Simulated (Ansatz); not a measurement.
BeS (started from an entry of an open crystallographic database), relaxed with r2SCAN: 8 runs in the plane-wave code Ansatz, each a construction of maximally localised Wannier functions. Space group F-43m (No. 216), cubic; a = 4.869 Å in the conventional setting, 14.43 Å³ an atom. Be has 4 S at 2.11 Å; S has 4 Be at 2.11 Å. No spin polarisation and no zero-point or thermal motion.

```yaml
crystal:
  lattice:
    - [0.00000, 2.43431, 2.43431]
    - [2.43431, 0.00000, 2.43431]
    - [2.43431, 2.43431, 0.00000]
  atoms:
    - { symbol: Be, position: [0.00000, 0.00000, 0.00000] }
    - { symbol: S, position: [0.25000, 0.25000, 0.25000] }
```

Windows count from the top of the filled bands; a dash means that no such window was set (without an outer window there is no disentanglement).

| functional | SCF mesh | trial orbitals | functions | mesh | window (eV) | frozen (eV) | Ω total (Å²) | Ω invariant (Å²) | largest spread (Å²) | least projectability | interpolation miss of the model's filled bands (eV, to the nearest computed level) |
| --- | --- | --- | --- | --- | --- | --- | --- | --- | --- | --- | --- |
| PBE | 8×8×8 | S s, S p | 4 | 6×6×6 | – | – | 4.80 | 4.19 | 1.20 | 0.91 | 0.033 |
| PBE | 8×8×8 | S s, S p | 4 | 4×4×4 | – | – | 4.40 | 3.79 | 1.10 | 0.91 | 0.138 |
| PBE | 8×8×8 | S s, S p | 4 | 8×8×8 | – | – | 4.95 | 4.35 | 1.24 | 0.91 | 0.009 |
| r2SCAN | 8×8×8 | S s, S p | 4 | 6×6×6 | – | – | 4.71 | 4.09 | 1.18 | 0.91 | 0.030 |
| r2SCAN | 8×8×8 | S p | 3 | 6×6×6 | – | – | 5.27 | 5.15 | 1.76 | 0.80 | 0.029 |
| HSE06 | 6×6×6 | S p | 3 | 6×6×6 | – | – | 5.26 | 5.13 | 1.75 | 0.80 | – |

Q: Estimate from these rows what the further settings give.
```
functional  SCF mesh  trial orbitals  functions   mesh  window (eV)  frozen (eV)
     HSE06     6×6×6        S s, S p          4  6×6×6            –            –
       PBE     8×8×8             S p          3  6×6×6            –            –
```

A:
```tsv
functional	SCF mesh	trial orbitals	functions	mesh	window (eV)	frozen (eV)	Ω total (Å²)	Ω invariant (Å²)	largest spread (Å²)	least projectability	interpolation miss of the model's filled bands (eV, to the nearest computed level)
HSE06	6×6×6	S s, S p	4	6×6×6	–	–	4.68	4.08	1.17	0.91	–
PBE	8×8×8	S p	3	6×6×6	–	–	5.37	5.24	1.79	0.80	0.031
```

A dash in the last column means that the miss wasn't evaluated.

For S s, S p with PBE the spread goes 4.40 Å² (4×4×4), 4.80 Å² (6×6×6), 4.95 Å² (8×8×8): finite differences on a coarse mesh understate it.
